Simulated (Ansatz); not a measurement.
# HfSi2: the cost of one run

Program: Ansatz 0.2.0. Level of theory: DFT PBE, scalar-relativistic, plane waves, PAW. These are calculated values, not measurements.

2 further runs of the same task are left out: 1 that didn't finish, 1 set aside as unsound or not needed. Runs told in other sessions of the task aren't counted.

**1. The starting structure**

The structure is orthorhombic, space group Cmcm (No. 63). The conventional cell has a = 3.672 Å, b = 14.570 Å, c = 3.641 Å, α = 90.00°, β = 90.00°, γ = 90.00°. Hf (site symmetry m2m) is surrounded by 10 Si at 2.67 to 3.02 Å. Si (site symmetry m2m) is surrounded by 2 Si at 2.50 Å and 6 Hf at 2.67 to 3.02 Å. Si (site symmetry m2m) is surrounded by 4 Si at 2.59 Å and 4 Hf at 2.78 to 2.79 Å.

As a file:

```cif
data_structure
_symmetry_space_group_name_H-M 'Cmcm'
_symmetry_Int_Tables_number 63
_cell_length_a 3.6720
_cell_length_b 14.5700
_cell_length_c 3.6410
_cell_angle_alpha 90.000
_cell_angle_beta 90.000
_cell_angle_gamma 90.000
_cell_volume 194.80
loop_
_atom_site_label
_atom_site_type_symbol
_atom_site_symmetry_multiplicity
_atom_site_Wyckoff_symbol
_atom_site_fract_x
_atom_site_fract_y
_atom_site_fract_z
_atom_site_occupancy
Hf1 Hf 4 c 0.00000 0.10600 0.75000 1
Si1 Si 4 c 0.00000 0.44100 0.75000 1
Si2 Si 4 c 0.50000 0.25000 0.75000 1
```

The start is a polymorph listed in a database, not an invented cell.

**2. A first look at the guess**

Contents of input.yaml:

```yaml
crystal:
  lattice:
    - [1.83599997, -7.28499985, 0.0]
    - [1.83599997, 7.28499985, 0.0]
    - [0.0, 0.0, 3.64100003]
  atoms:
    - { symbol: Hf, position: [0.894, 0.106, 0.25] }
    - { symbol: Hf, position: [0.106, 0.894, 0.75] }
    - { symbol: Si, position: [0.559, 0.441, 0.25] }
    - { symbol: Si, position: [0.441, 0.559, 0.75] }
    - { symbol: Si, position: [0.25, 0.75, 0.25] }
    - { symbol: Si, position: [0.75, 0.25, 0.75] }
basis:
  ecutwfc: 420
kpoints:
  mp_grid: { grid: [6, 6, 6] }
hamiltonian:
  xc: pbe
scf:
  occupations: { method: gaussian, width: 0.1 }
  lower_state_search: "off"
output:
  forces: true
  stress: true
  eigenvalues: true
```

Started as:

```sh
ansatz run input.yaml --threads 1 --pin off --max-ram 2560MiB --backend cpu --events-out ev --progress --plain --runs-dir out
```

Q: Estimate wall time and peak memory on 1 thread of Arm Neoverse V2, shared host.

About 9.6 s, with a peak of 0.43 GiB.
